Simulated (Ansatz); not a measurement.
An Ansatz input:

```yaml
crystal:
  lattice:
    - [0.0, 2.0825235034, 2.0825235034]
    - [2.0825235034, 0.0, 2.0825235034]
    - [2.0825235034, 2.0825235034, 0.0]
  atoms:
    - { symbol: Ta, position: [0.0, 0.0, 0.0] }
hamiltonian:
  xc: pbe
  pseudopotentials:
    kind: paw
    azcp:
      Ta: "pseudopotentials/Ta.paw.azcp"
basis:
  ecutwfc: 420
  fft_grid_basis: typed
kpoints:
  mp_grid: { grid: [13, 13, 13], shift: [0, 0, 0] }
magnetization:
  spin_polarized: false
scf:
  occupations: { method: fermi_dirac, width: 0.1 }
relax:
  max_steps: 60
  f_tol: 0.01
  cell: {}
```

and its output:

```
Engine: ansatz 0.2.0, x86_64-unknown-linux-gnu
Pseudopotentials: kind: paw
Pseudopotential: Ta, paw, valence charge 13, recommended cutoff 420 eV (normal) 
Functional definition: PBE
  parameter kappa = 0.804
  parameter beta = 0.06672455060314922
  exchange = pbe_x(kappa = kappa, mu = beta*pi^2/3)
  correlation = pbe_c(beta = beta)
Crystal: 1 atoms, lattice volume = 18.063 Å³
Basis set: ecut = 420 eV, 339 PW (Γ), exchange–correlation on 40×40×40 points (8 copies of the dense FFT grid, shifted against one another)
Bands: 11, of which v1, the nominal top of the filled ones, is band 7 counted from 1 (6 counted from 0)
Symmetry: 48 space group operations
Space group: Fm-3m (ITA 225), of the structure as read, at distance tolerance 2.6e-5 Å
k-points: 84 of 2197
Non-local potential: Ta, projectors of the file, l = 0: 3, l = 1: 2, l = 2: 2, l = 3: 1
PAW form: soft (Blöchl's): semilocal exchange-correlation on the pseudo side does not see the compensation charge
PAW one-centre angular grid: Ta, 590 points (default); XC on 64 Gauss nodes
Initial density: superposition of atomic densities (neutral atoms: chi_scale 0, normalization atom), corrected by the library's trained network
Initial wavefunctions: pseudopotential atomic-orbital guess
Functional: x = pbe(κ = 0.804, μ = 0.2195149727645171), c = pbe(β = 0.06672455060314922)
SCF iter   1: F=—  HF=-9932.013764 eV  |F-HF|=—  |Δ(HF+E_count)|=         —  Δρ=2.65e-3  dr2=4.48e-4  ethr=1.77e-3  ⟨swp⟩=5.2  Hψ=5175  notcnv=0
SCF iter   2: F=—  HF=-9932.013855 eV  |F-HF|=—  |Δ(HF+E_count)|=   9.12e-5  Δρ=1.42e-3  dr2=1.28e-4  ethr=3.45e-6  ⟨swp⟩=2.4  Hψ=2068  notcnv=0
SCF iter   3: F=—  HF=-9932.013970 eV  |F-HF|=—  |Δ(HF+E_count)|=   1.16e-4  Δρ=2.18e-4  dr2=2.67e-6  ethr=9.82e-7  ⟨swp⟩=2.3  Hψ=1231  notcnv=0
SCF iter   4: F=—  HF=-9932.013968 eV  |F-HF|=—  |Δ(HF+E_count)|=   2.56e-6  Δρ=7.47e-5  dr2=2.78e-7  ethr=2.05e-8  ⟨swp⟩=2.5  Hψ=1296  notcnv=0
iter 5 did not close the SCF: its close was put off for the readings that it lacked (scf_convergence_deferred on its scf_iter line)
SCF iter   5: F=-9932.013968 eV  HF=-9932.013968 eV  |F-HF|=5.77e-9  |Δ(HF+E_count)|=   8.85e-8  Δρ=1.23e-5  dr2=1.02e-8  ethr=2.14e-9  ⟨swp⟩=1.5  Hψ=1183  notcnv=0
SCF iter   6: F=-9932.013968 eV  HF=-9932.013968 eV  |F-HF|=3.84e-10  |Δ(HF+E_count)|=   2.88e-9  Δρ=3.75e-6  dr2=7.87e-10  ethr=7.83e-11  ⟨swp⟩=2.0  Hψ=2923  notcnv=0
SCF 1 converged in 6 iterations: F = -9932.013968 eV  dr2 = 7.87e-10
relax step   1: F+E_penalty+E_count = -9932.01396766 eV  Δ(F+E_penalty+E_count) = +0.000e0 eV  max|allowed force component| = 0.000e0 eV/Å  Δτ_max = 0.0000 Å  P = +8.581 GPa  Ω = 18.063 Å³  (6 SCF iters, dr2 threshold 1.00e-7 eV, accepted)
...
SCF iter   2: F=—  HF=-9932.033494 eV  |F-HF|=—  |Δ(HF+E_count)|=   2.59e-6  Δρ=1.32e-5  dr2=1.06e-8  ethr=4.00e-10  ⟨swp⟩=1.6  Hψ=1040  notcnv=0
SCF iter   3: F=-9932.033494 eV  HF=-9932.033494 eV  |F-HF|=2.00e-11  |Δ(HF+E_count)|=   1.75e-8  Δρ=1.41e-6  dr2=2.19e-10  ethr=7.80e-11  ⟨swp⟩=4.0  Hψ=2538  notcnv=0
SCF 5 converged in 3 iterations: F = -9932.033494 eV  dr2 = 2.19e-10
relax step   5: F+E_penalty+E_count = -9932.03349442 eV  Δ(F+E_penalty+E_count) = -3.632e-6 eV  max|allowed force component| = 0.000e0 eV/Å  Δτ_max = 0.0000 Å  P = +0.000 GPa  Ω = 18.828 Å³  energy of the carried Pulay correction = -2.931e-4 eV  (3 SCF iters, dr2 threshold 1.01e-8 eV, accepted)
Initial wavefunctions: pseudopotential atomic-orbital guess (no wavefunctions were taken with the density)
iter 1 solved again at ethr=7.94e-8 eV; its pass at ethr=3.10e-3 eV (dr2=1.03e-5 eV) is discarded
SCF iter   1: F=—  HF=-9932.033792 eV  |F-HF|=—  |Δ(HF+E_count)|=         —  Δρ=4.01e-4  dr2=7.67e-7  ethr=7.94e-8  ⟨swp⟩=3.2  Hψ=7582  notcnv=0
SCF iter   2: F=—  HF=-9932.033829 eV  |F-HF|=—  |Δ(HF+E_count)|=   3.68e-5  Δρ=2.00e-4  dr2=1.87e-7  ethr=5.90e-9  ⟨swp⟩=1.0  Hψ=924  notcnv=0
SCF iter   3: F=—  HF=-9932.033842 eV  |F-HF|=—  |Δ(HF+E_count)|=   1.28e-5  Δρ=2.09e-6  dr2=2.10e-10  ethr=1.44e-9  ⟨swp⟩=1.0  Hψ=924  notcnv=0
SCF iter   4: F=-9932.033842 eV  HF=-9932.033842 eV  |F-HF|=0.00e0  |Δ(HF+E_count)|=  5.24e-10  Δρ=3.07e-7  dr2=9.16e-12  ethr=1.00e-12  ⟨swp⟩=6.2  Hψ=3732  notcnv=0
SCF 6 converged in 4 iterations: F = -9932.033842 eV  dr2 = 9.16e-12
relax step   6: F+E_penalty+E_count = -9932.03384193 eV  Δ(F+E_penalty+E_count) = -3.475e-4 eV  max|allowed force component| = 0.000e0 eV/Å  Δτ_max = 0.0000 Å  P = +0.022 GPa  Ω = 18.828 Å³  stress off target by 2.24e-2 GPa  SCF on the basis re-selected at this cell (its energy is not comparable with the rows above)  (4 SCF iters)
basis re-selected at this cell: Δ(F+E_penalty+E_count) = -3.475e-4 eV, ΔP = +0.022 GPa vs the last step (what re-selecting the basis moved, of the pressure what is left beyond the Pulay correction that the steps carried, after the strain that the cell walked since its last selection, with what the two solves' SCF thresholds leave and, on support functions, any second-order correction that the steps lacked; it is no measure of the basis error at this ecutwfc). This SCF's stress stands 2.24e-2 GPa from its target on what of the cell is left free (relax.cell.stress_tol is 5.00e-2 GPa) and its largest allowed force component is 0.00e0 eV/Å (relax.f_tol is 1.00e-2 eV/Å): within both
SCF converged after 4 iterations
Free energy (F): -9932.033842 eV
Harris-Foulkes:  -9932.033842 eV  (|F-HF|=0.00e0)
Internal energy: -9931.995726 eV  (E = F + TS)
E sigma→0 (E₀):  -9932.014784 eV
Entropy (-TS):   -0.038116 eV (-38.116 meV/atom)
Fermi energy:    18.092910 eV
--- Per-component energies (eV) ---
  E_band       = -115.640949
  E_kinetic    = 364.753552
  E_local      = -572.494818  (includes V_loc(G=0)·N_el)
  E_nonlocal   = 14.167546
  E_hartree    = 196.960943
  E_xc         = -218.036412
  E_vxc        = -203.467729  (∫ρ·V_xc dr)
  E_paw        = -8396.314406  (= ΣΔE_a)
  E_vpaw       = -112.521637  (= ΣTr[D̂ρ^β])
  E_aug_tail   = 0.000169  (compensation charges beyond the density's cutoff)
  E_ewald      = -1321.032300
  E_smearing   = -0.038116  (= −TS)
  E_closure    = 0.000000  (closes the sum)
  Σ components = -9932.033842   (vs F -9932.033842, Δ=0.00e0)
--- Forces (eV/Å), atoms counted from 1 ---
  atom   1  Ta     0.00000000    -0.00000000    -0.00000000
  max |Σ_I F_I| component: 6.42e-33 eV/Å
--- Stress (GPa, compression-positive) ---
        0.022423      -0.000000      -0.000000
       -0.000000       0.022423      -0.000000
       -0.000000      -0.000000       0.022423
  P = ⅓ Tr σ = 0.0224 GPa (0.224 kbar)
--- Relaxed structure (5 steps of the walk, 4 accepted, 1 SCFs on fresh bases) ---
  F+E_penalty+E_count = -9932.03384193 eV   max|allowed force component| = 0.000e0 eV/Å   (the final SCF, on the basis selected at the relaxed cell)
  cell:  # Å, volume = 18.8280 Å³
    - [-9.155869004620361e-36, 2.111501294602289, 2.111501294602289]
    - [2.111501294602289, -1.6360908898574575e-34, 2.111501294602289]
    - [2.111501294602289, 2.111501294602289, -8.120749177427347e-35]
  atoms:
    - { symbol: Ta, position: [0.0, 0.0, 0.0] }
```

Command:

```sh
ansatz run input.yaml --threads 1 --pin off --max-ram 3584MiB --backend cpu --events-out ev --progress --plain --runs-dir out
```

On 1 thread of Intel(R) Xeon(R) Platinum 8259CL CPU @ 2.50GHz (Skylake/Cascade Lake) (shared host) this took about 8.5 s of wall time and 8.5 s of CPU time.
